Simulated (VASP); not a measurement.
Wanted: the native input for a VASP 6.6.1 run.

- Task: single point
- Functional: LDA
- Potentials or basis: VASP PAW LDA potentials, release 64 (Pt, S)
- Cutoff: 520 eV
- k mesh: 6 × 6 × 4
- Occupations: gaussian, width 0.05 eV
- Spin: no spin polarisation
- Hubbard terms: Pt d U = 5 eV
- Further INCAR settings: ALGO = Normal; EDIFF = 1e-06

The structure of PtS2 lies in POSCAR:

```
PtS2
1.0
    3.1165126000     -1.9104842100      0.0000000000
    3.1165126000      1.9104842100      0.0000000000
   -0.0030682400      0.0000000000      4.3949362900
Pt S
1 2
Direct
    0.0000000000      0.0000000000      0.0000000000
    0.6879000000      0.6879000000      0.2889000000
    0.3121000000      0.3121000000      0.7111000000
```

The cell was built by a generator and isn't the measured one.

One way to write it, as run:

INCAR

```
PREC = Accurate ; ENCUT = 520
EDIFF = 1E-6 ; ISMEAR = 0
SIGMA = 0.05 ; LREAL = F
LASPH = T ; NELM = 80
ALGO = Normal ; ISIF = 2
LWAVE = F ; LCHARG = T
LMAXMIX = 4 ; LDAU = T
LDAUTYPE = 2 ; LDAUL = 2 -1
LDAUU = 5 0 ; LDAUJ = 0 0
LDAUPRINT = 1 ; LELF = T
LVHAR = T
```

KPOINTS

```
Automatic mesh
0
Gamma
  6 6 4
```

Potentials or basis: VASP PAW LDA potentials, release 64 (Pt, S).

Run with:

```sh
$ cat potpaw_LDA.64/Pt/POTCAR potpaw_LDA.64/S/POTCAR > POTCAR
$ mpirun -np 1 vasp_std > vasp.out
```

It gave:

```
Pressure               : -14.8 GPa
Largest force          : 1.386 eV/Å
Band gap on the k mesh : none (metal or under the smearing width)
```

Caveat: U without spin polarisation on a metal has little footing; forces of over 1 eV/Å show positions far from the minimum, so gaps and moduli don't describe the material at rest.

Wall time 28 s on 1 thread of Intel(R) Xeon(R) Platinum 8259CL CPU @ 2.50GHz (Skylake/Cascade Lake), with other jobs on the host, peak memory 0.17 GiB.
